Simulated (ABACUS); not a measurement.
# CoO (R3m) in ABACUS: reference runs

Reference runs on CoO: the cell as given and a disturbed copy.

All numbers are computed with ABACUS 3.10.1; they aren't measurements. Logs are shortened: lines on timing, memory, paths and dates and some standing lists are left out, and cuts for length are marked.

## Step 1: The crystal as given

The structure is trigonal, space group R3m (No. 160). The conventional cell has a = 3.204 Å, b = 3.204 Å, c = 7.699 Å, α = 90.00°, β = 90.00°, γ = 120.00°. Co (site symmetry 3m) has 4 O at 1.91 to 1.96 Å as nearest neighbours. O (site symmetry 3m) is surrounded by 4 Co at 1.91 to 1.96 Å.

Measurements of this composition are mostly on another form, of space group No. 225.

## Step 2: Single point, PBE, collinear spin, ferromagnetic start

The input, INPUT:

```
INPUT_PARAMETERS
suffix              CoO
calculation         scf
basis_type          pw
pseudo_dir          ./
symmetry            1
dft_functional      pbe
ecutwfc             97
pseudo_rcut         10
nspin               2
nbands              17
ks_solver           dav
smearing_method     fd
smearing_sigma      0.00367493
scf_thr             1e-08
scf_nmax            100
mixing_type         broyden
mixing_beta         0.4
cal_force           1
cal_stress          1
out_chg             1
out_pot             2
out_elf             1
```

The input, STRU:

```
ATOMIC_SPECIES
Co 58.9332 Co.upf
O 15.9990 O.upf

LATTICE_CONSTANT
1.8897261246

LATTICE_VECTORS
1.6022198417 0.9250420569 2.5664708903
-1.6022198417 0.9250420569 2.5664708903
0.0000000000 -1.8500841138 2.5664708903

ATOMIC_POSITIONS
Direct

Co
0.0
1
0.9989783200 0.9989783200 0.9989783200 1 1 1 mag 2

O
0.0
1
0.7510210300 0.7510210300 0.7510210300 1 1 1 mag 0
```

The input, KPT:

```
K_POINTS
0
Gamma
10 10 10 0 0 0
```

Potentials or basis: PseudoDojo NC SR 0.4.1 PBE standard, plane waves.

On the command line:

```
$ OMP_NUM_THREADS=1 mpirun -np 4 abacus > log
```

running log:

```text
ABACUS v3.10.1

               Atomic-orbital Based Ab-initio Computation at UStc

 ------------------------------------------------------------------------------------

 READING GENERAL INFORMATION
                           global_out_dir = OUT.CoO/
                           global_in_card = INPUT
                               pseudo_dir = ./
                              orbital_dir =
                                    DSIZE = 4
                                    GSIZE = 1

 READING UNITCELL INFORMATION
                                    ntype = 2
                  lattice constant (Bohr) = 1.88973
              lattice constant (Angstrom) = 1

 READING ATOM TYPE 1
                               atom label = Co
                      L=0, number of zeta = 1
                      L=1, number of zeta = 1
                      L=2, number of zeta = 1
             number of atom for this type = 1
               magnetization of element 1 = 2

 READING ATOM TYPE 2
                               atom label = O
                      L=0, number of zeta = 1
                      L=1, number of zeta = 1
                      L=2, number of zeta = 1
             number of atom for this type = 1
               magnetization of element 2 = 0

                        TOTAL ATOM NUMBER = 2
DIRECT COORDINATES
    atom                   x                   y                   z     mag                  vx                  vy                  vz
taud_Co1            0.9989783200        0.9989783200        0.9989783200  2.0000        0.0000000000        0.0000000000        0.0000000000
taud_O1            0.7510210300        0.7510210300        0.7510210300  0.0000        0.0000000000        0.0000000000        0.0000000000

                          Volume (Bohr^3) = 154.017
                             Volume (A^3) = 22.8229

 Lattice vectors: (Cartesian coordinate: in unit of a_0)
             +1.60222           +0.925042            +2.56647
             -1.60222           +0.925042            +2.56647
                   +0            -1.85008            +2.56647
 Reciprocal vectors: (Cartesian coordinate: in unit of 2 pi/a_0)
            +0.312067           +0.180172            +0.12988
            -0.312067           +0.180172            +0.12988
                   +0           -0.360344            +0.12988
 The esolver type has been set to : ksdft_pw

                PAO radial cut off (Bohr) = 10

 Read in pseudopotential file is Co.upf
                     pseudopotential type = NC
          exchange-correlation functional = PBE
                 nonlocal core correction = 1
                        valence electrons = 17
                                     lmax = 2
                           number of zeta = 4
                     number of projectors = 6
                           L of projector = 0
[... 5 lines left out ...]
                PAO radial cut off (Bohr) = 10

 Read in pseudopotential file is O.upf
                     pseudopotential type = NC
          exchange-correlation functional = PBE
                 nonlocal core correction = 1
                        valence electrons = 6
                                     lmax = 2
                           number of zeta = 2
                     number of projectors = 5
                           L of projector = 0
                           L of projector = 0
                           L of projector = 1
                           L of projector = 1
                           L of projector = 2
     initial pseudo atomic orbital number = 14
 The readin total magnetization is 2

 SETUP THE ELECTRONS NUMBER
            electron number of element Co = 17
      total electron number of element Co = 17
             electron number of element O = 6
       total electron number of element O = 6
            AUTOSET number of electrons:  = 23
                           occupied bands = 12
                                   NBANDS = 17
                                   NLOCAL = 18

%%%%%%%%%%%%%%%%%%%%%%%%%%%%%%%%%%%%%%%%%%%%%%%%%%%%%%%%%%%%%%%%%%%%%%%%%%%%%%%%%%%%%%%%%%%%%%%%%%%%%%%%%%
 Warning: the number of valence electrons in pseudopotential > 9 for Co: [Ar] 3d7 4s2
 Pseudopotentials with additional electrons can yield (more) accurate outcomes, but may be less efficient.
 If you're confident that your chosen pseudopotential is appropriate, you can safely ignore this warning.
%%%%%%%%%%%%%%%%%%%%%%%%%%%%%%%%%%%%%%%%%%%%%%%%%%%%%%%%%%%%%%%%%%%%%%%%%%%%%%%%%%%%%%%%%%%%%%%%%%%%%%%%%%

 SETUP THE PLANE WAVE BASIS
 energy cutoff for charge/potential (unit:Ry) = 388
            fft grid for charge/potential = [ 40, 40, 40 ]
                        fft grid division = [ 1, 1, 1 ]
        big fft grid for charge/potential = [ 40, 40, 40 ]
                                     nbxx = 16000
                                     nrxx = 16000

 SETUP PLANE WAVES FOR CHARGE/POTENTIAL
                    number of plane waves = 19831
                         number of sticks = 959

 PARALLEL PW FOR CHARGE/POTENTIAL
     PROC   COLUMNS(POT)             PW
        1            239           4957
        2            240           4958
        3            240           4958
        4            240           4958
 --------------- sum -------------------
        4            959          19831
                            number of |g| = 1389
                                  max |g| = 35.0708
                                  min |g| = 0

----------- Double Check Mixing Parameters Begin ------------
mixing_type: broyden
mixing_beta: 0.4
mixing_gg0: 1
mixing_gg0_min: 0.1
mixing_beta_mag: 1.6
mixing_gg0_mag: 0
mixing_ndim: 8
----------- Double Check Mixing Parameters End ------------

 LATTICE VECTORS: (CARTESIAN COORDINATE: IN UNIT OF A0)
             +1.60222           +0.925042            +2.56647
             -1.60222           +0.925042            +2.56647
                   +0            -1.85008            +2.56647
                       right hand lattice = 1
                                   NORM_A = 3.16379
                                   NORM_B = 3.16379
                                   NORM_C = 3.16379
                           ALPHA (DEGREE) = 60.8518
                           BETA  (DEGREE) = 60.8518
                           GAMMA (DEGREE) = 60.8518

 The lattice vectors have been changed (STRU_SIMPLE.cif)

(for optimal symmetric configuration:)
                             BRAVAIS TYPE = 7
                     BRAVAIS LATTICE NAME = 07. Rhombohedral (Trigonal) cell
                                    ibrav = 7
                                    IBRAV = 7
                                  BRAVAIS = TRIGONAL (RHOMBOEDRIC) CELL
                       LATTICE CONSTANT A = 3.16379
                               COS(ALPHA) = 0.48707
Original cell was already a primitive cell.
                        ROTATION MATRICES = 12
              PURE POINT GROUP OPERATIONS = 6
                   SPACE GROUP OPERATIONS = 6
                                       C2 = 0
                                       C3 = 2
                                       C4 = 0
                                       C6 = 0
                                       S1 = 3
                                       S3 = 0
                                       S4 = 0
                                       S6 = 0
                              POINT GROUP = C_3v
                                       C2 = 0
                                       C3 = 2
                                       C4 = 0
                                       C6 = 0
                                       S1 = 3
                                       S3 = 0
                                       S4 = 0
                                       S6 = 0
               POINT GROUP IN SPACE GROUP = C_3v

 SETUP K-POINTS
                                    nspin = 2
                   Input type of k points = Monkhorst-Pack(Gamma)
                                   nkstot = 1000
                       right hand lattice = 1
(for reciprocal lattice: )
                             BRAVAIS TYPE = 7
                     BRAVAIS LATTICE NAME = 07. Rhombohedral (Trigonal) cell
                                    ibrav = 7
                       right hand lattice = 1
(for k-lattice: )
                             BRAVAIS TYPE = 7
                     BRAVAIS LATTICE NAME = 07. Rhombohedral (Trigonal) cell
                                    ibrav = 7
                       right hand lattice = 1
                        ROTATION MATRICES = 12
                               nkstot_ibz = 116
K-POINTS REDUCTION ACCORDING TO SYMMETRY
     IBZ    DIRECT_X    DIRECT_Y    DIRECT_Z  WEIGHT  ibz2bz
       1  0.00000000  0.00000000  0.00000000  0.0010       0
       2  0.10000000  0.00000000  0.00000000  0.0060       1
       3  0.20000000  0.00000000  0.00000000  0.0060       2
       4  0.30000000  0.00000000  0.00000000  0.0060       3
       5  0.40000000  0.00000000  0.00000000  0.0060       4
       6  0.50000000  0.00000000  0.00000000  0.0030       5
[... 22 lines left out ...]
      29  0.50000000  0.40000000  0.00000000  0.0120      45
      30 -0.40000000  0.40000000  0.00000000  0.0060      46
[... 86 further k points ...]

                               nkstot now = 116
[... K-POINTS DIRECT COORDINATES: 116 rows ...]

           k-point number in this process = 116
       minimum distributed K point number = 116
[... stars of the k points ...]
                             nks(nspin=2) = 232
                          nkstot(nspin=2) = 232

[... K-POINTS CARTESIAN COORDINATES: 232 rows ...]

[... K-POINTS DIRECT COORDINATES: 232 rows ...]

 SETUP PLANE WAVES FOR WAVE FUNCTIONS
     energy cutoff for wavefunc (unit:Ry) = 97
              fft grid for wave functions = [ 40, 40, 40 ]
                    number of plane waves = 3395
                         number of sticks = 299

 PARALLEL PW FOR WAVE FUNCTIONS
     PROC   COLUMNS(POT)             PW
        1             75            849
        2             75            849
        3             75            849
        4             74            848
 --------------- sum -------------------
        4            299           3395

 SETUP NONLOCAL PSEUDOPOTENTIALS IN PLANE WAVE BASIS
 Co non-local projectors:
 projector 1 L=0
 projector 2 L=0
 projector 3 L=1
 projector 4 L=1
 projector 5 L=2
 projector 6 L=2
 O non-local projectors:
 projector 1 L=0
 projector 2 L=0
 projector 3 L=1
 projector 4 L=1
 projector 5 L=2
      TOTAL NUMBER OF NONLOCAL PROJECTORS = 31

 Init Non-Local PseudoPotential table :
 Init Non-Local-Pseudopotential done.

                                     npwx = 633

 Make real space PAO into reciprocal space.
       max mesh points in Pseudopotential = 1001
     dq(describe PAO in reciprocal space) = 0.01
                                    max q = 1186

 number of pseudo atomic orbitals for Co is 4
WARNING: norm of atomic wavefunction # 4 of atomic type Co is 0.999928, renormalized

 number of pseudo atomic orbitals for O is 2

 -------------------------------------------
 SELF-CONSISTENT
 -------------------------------------------
                                 init_chg = atomic

 PW ALGORITHM --------------- ION=   1  ELEC=   1--------------------------------
          total magnetism (Bohr mag/cell) = 2.57484
       absolute magnetism (Bohr mag/cell) = 2.57485
                        nelec for spin up = 12.7874
                      nelec for spin down = 10.2126
[... 161 lines left out ...]
 Density error is 6.16424221691e-09
                          Error Threshold = 1.22242780301e-10
----------------------------------------------------------
     Energy           Rydberg                 eV
----------------------------------------------------------
 E_KohnSham     -339.0882268575      -4613.5320099789
 E_KS(sigma->0) -339.0876523724      -4613.5241937081
 E_Harris       -339.0878655429      -4613.5270940419
 E_band         -26.7324235155       -363.7132811600
 E_one_elec     -185.3405010619      -2521.6868846173
 E_Hartree      104.9970725212       1428.5584596079
 E_xc           -64.4349205876       -876.6820701690
 E_Ewald        -194.3087287590      -2643.7058822589
 E_entropy(-TS) -0.0011489702        -0.0156325416
 E_descf        0.0000000000         0.0000000000
 E_exx          0.0000000000         0.0000000000
 E_Fermi        0.8313750934         11.3114384459
----------------------------------------------------------

 charge density convergence is achieved
 final etot is -4613.53201 eV
 EFERMI = 11.311438446 eV
The vacuum level is 12.574520662 eV

 STATE ENERGY(eV) AND OCCUPATIONS    NSPIN == 2
SPIN UP :
 1/116 kpoint (Cartesian) = 0.0000 0.0000 0.0000 (627 pws)
       1       -85.1627     0.00100000
       2       -48.5435     0.00100000
       3       -48.5091     0.00100000
       4       -48.5091     0.00100000
       5       -8.72389     0.00100000
       6        5.01122     0.00100000
[... 9 lines left out ...]
      16        25.3193        0.00000
[... 82 lines left out ...]
       4       -48.5121     0.00300000
       5       -8.10517     0.00300000
       6        4.29177     0.00300000
[... 9 lines left out ...]
      16        24.8277        0.00000
      17        25.1769        0.00000

[... levels at 226 further k points ...]

------------------------------------------------------------------------------------------
 TOTAL-FORCE (eV/Angstrom)
------------------------------------------------------------------------------------------
                       Co1         0.0000000000         0.0000000000         0.2724638347
                        O1         0.0000000000         0.0000000000        -0.2724638347
------------------------------------------------------------------------------------------

----------------------------------------------------------------
 TOTAL-STRESS (KBAR)
----------------------------------------------------------------
       -12.7656938363        -0.0000000000         0.0000000000
        -0.0000000000       -12.7656938365         0.0000000000
        -0.0000000000        -0.0000000000        42.6190485165
----------------------------------------------------------------
 TOTAL-PRESSURE: 5.695887 KBAR

 --------------------------------------------
 !FINAL_ETOT_IS -4613.5320099789178130 eV
 --------------------------------------------
```

It took 98 s on 4 MPI ranks of Intel Xeon Platinum 8488C (Sapphire Rapids), shared host; peak memory 0.4 GiB.

What came out:

| Quantity | Value |
| --- | --- |
| Free energy | -4613.5320 eV |
| Pressure | 0.6 GPa |
| Largest force | 0.272 eV/Å |
| Band gap on the k mesh | none (metal or under the smearing width) |
| Net moment | 2.89 μB per cell |
| Absolute moment | 2.89 μB per cell |

Forces on the atoms (eV/Å):
```
Co   0.000  0.000  0.272
O    0.000  0.000 -0.272
```

Levels at points of the mesh, in eV from the Fermi level:
Spin up:
```csv
k point,band 10,band 11,band 12,band 13,band 14
"(0.00, 0.00, 0.00)",-2.36,0.11,0.13,0.13,0.30
"(0.50, 0.00, 0.00)",-2.31,-2.30,-0.64,-0.59,5.72
"(0.50, 0.50, 0.00)",-2.07,-1.97,-1.82,-1.65,5.16
"(0.50, 0.50, 0.50)",-2.34,-2.34,-0.76,-0.76,5.68
```
Spin down:
```tsv
k point	band 7	band 8	band 9	band 10	band 11	band 12	band 13	band 14
(0.00, 0.00, 0.00)	-4.91	-4.91	-0.44	-0.44	0.61	2.62	2.62	2.71
(0.50, 0.00, 0.00)	-4.75	-4.73	-0.23	-0.21	0.29	1.77	1.80	6.16
(0.50, 0.50, 0.00)	-4.48	-4.44	-0.81	-0.06	0.09	0.93	1.00	6.16
(0.50, 0.50, 0.50)	-4.67	-4.67	-0.19	-0.19	0.13	1.64	1.64	6.11
```

Caveat: a cell with one magnetic atom can't hold antiferromagnetic order, which such compounds often take; semilocal functionals often make such compounds metallic where correlation or magnetic order opens a gap, which also shifts bond lengths.

## Step 3: Single point, PBE, collinear spin, ferromagnetic start (atoms moved at random, drawn with an rms of 0.05 Å)

INPUT, as its differences from that of step 2:

```diff
@@ -20,4 +20,2 @@
 cal_stress          1
-out_chg             1
-out_pot             2
-out_elf             1
+kpar                4
```

STRU, as its differences from that of step 2:

```diff
@@ -18,3 +18,3 @@
 1
-0.9989783200 0.9989783200 0.9989783200 1 1 1 mag 2
+1.0127190000 1.0022420000 0.9822360000 1 1 1 mag 2
 
@@ -23,2 +23,2 @@
 1
-0.7510210300 0.7510210300 0.7510210300 1 1 1 mag 0
+0.7468560000 0.7664350000 0.7403880000 1 1 1 mag 0
```

KPT is that of step 2.

Potentials or basis: PseudoDojo NC SR 0.4.1 PBE standard, plane waves.

On the command line:

```
$ OMP_NUM_THREADS=1 mpirun -np 4 abacus > log
```

Run time: 6 min. Hardware: 4 MPI ranks of Intel Xeon Platinum 8488C (Sapphire Rapids), shared host; peak memory 1.1 GiB.

Results (log left out):

```yaml
Free_energy: -4613.5262 eV
Pressure: 0.7 GPa
Largest_force: 0.335 eV/Å
Band_gap_on_the_k_mesh: none (metal or under the smearing width)
Net_moment: 2.88 μB per cell
Absolute_moment: 2.89 μB per cell
```

Forces on the atoms (eV/Å):
```
Co  -0.209 -0.092  0.246
O    0.209  0.092 -0.246
```

Stress tensor (GPa, compression positive):
```
-0.37  1.95  1.59
 1.95 -1.88  0.63
 1.59  0.63  4.21
```

Levels at points of the mesh, in eV from the Fermi level:
Spin up:
| k point | band 10 | band 11 | band 12 | band 13 | band 14 |
| --- | --- | --- | --- | --- | --- |
| (0.00, 0.00, 0.00) | -2.35 | -0.02 | 0.06 | 0.31 | 0.35 |
| (0.50, 0.00, 0.00) | -2.35 | -2.33 | -0.78 | -0.75 | 5.73 |
| (0.00, 0.50, 0.00) | -2.32 | -2.26 | -0.56 | -0.47 | 5.72 |
| (0.50, 0.50, 0.00) | -2.07 | -1.93 | -1.85 | -1.64 | 5.16 |
| (0.00, 0.00, 0.50) | -2.33 | -2.27 | -0.61 | -0.51 | 5.72 |
| (0.50, 0.00, 0.50) | -2.07 | -1.91 | -1.87 | -1.65 | 5.16 |
| (0.00, 0.50, 0.50) | -2.09 | -2.06 | -1.71 | -1.63 | 5.17 |
| (0.50, 0.50, 0.50) | -2.34 | -2.33 | -0.81 | -0.70 | 5.69 |
Spin down:
```csv
k point,band 8,band 9,band 10,band 11,band 12,band 13
"(0.00, 0.00, 0.00)",-4.79,-0.45,-0.44,0.59,2.53,2.67
"(0.50, 0.00, 0.00)",-4.58,-0.26,-0.18,0.12,1.62,1.63
"(0.00, 0.50, 0.00)",-4.80,-0.27,-0.18,0.39,1.85,1.92
"(0.50, 0.50, 0.00)",-4.44,-0.81,-0.07,0.09,0.94,0.97
"(0.00, 0.00, 0.50)",-4.74,-0.29,-0.16,0.34,1.79,1.87
"(0.50, 0.00, 0.50)",-4.40,-0.81,-0.07,0.09,0.95,0.96
"(0.00, 0.50, 0.50)",-4.33,-0.84,-0.06,0.12,0.89,1.06
"(0.50, 0.50, 0.50)",-4.65,-0.27,-0.12,0.13,1.59,1.68
```

Caveat: a cell with one magnetic atom can't hold antiferromagnetic order, which such compounds often take; semilocal functionals often make such compounds metallic where correlation or magnetic order opens a gap, which also shifts bond lengths.
